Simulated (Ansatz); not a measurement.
## What a change of settings does to a run on SiNi

Structure from Materials Project entry mp-999192 (possibly hypothetical), not relaxed further.

First run: DFT, PBEsol, all-electron PAW with datasets made for the crystal, scalar-relativistic (Ansatz 0.2.0).

Command: `ansatz run input.yaml --threads 1 --pin off --max-ram 4096MiB --backend cpu --events-out ev --progress --plain --runs-dir out` The run took 49 s on 1 thread of Arm Neoverse V2 (shared host), peak memory 0.96 GiB.

```yaml
crystal:
  lattice:
    - [2.94277066, 0.0, 0.0]
    - [0.0, 3.28032554, 0.0]
    - [0.0, 0.0, 4.67744676]
  atoms:
    - { symbol: Si, position: [0.0, 0.0, 0.15685684] }
    - { symbol: Si, position: [0.5, 0.5, 0.84314316] }
    - { symbol: Ni, position: [0.0, 0.0, 0.65750441] }
    - { symbol: Ni, position: [0.5, 0.5, 0.34249559] }
kpoints:
  mp_grid: { grid: [14, 12, 9] }
  band_path:
    path:
      - [0.0, 0.0, 0.0]
      - [0.5, 0.0, 0.0]
      - [0.5, 0.5, 0.0]
      - [0.0, 0.5, 0.0]
      - [0.0, 0.0, 0.0]
      - [0.0, 0.0, 0.5]
      - [0.5, 0.0, 0.5]
      - [0.5, 0.5, 0.5]
      - [0.0, 0.5, 0.5]
    npoints: 8
scf:
  occupations: { method: fermi_dirac, width: 0.05 }
hamiltonian:
  xc: pbesol
  pseudopotentials: { kind: all_electron, datasets: crystal }
output:
  forces: true
  stress: true
  eigenvalues: true
  efg: { contact_densities: true }
```

Result: converged; pressure 0.10 GPa; largest force 0.086 eV/Å; no gap on the k mesh; 11 SCF iterations.

Spin polarisation is left out, and whether a magnetic state lies lower isn't shown here.

The input is then changed:

```diff
@@ -26,5 +26,5 @@
   occupations: { method: fermi_dirac, width: 0.05 }
 hamiltonian:
-  xc: pbesol
+  xc: pbe
   pseudopotentials: { kind: all_electron, datasets: crystal }
 output:
```

What does the second run give?

It converged; pressure 6.63 GPa; largest force 0.058 eV/Å; no gap on the k mesh; 11 SCF iterations.
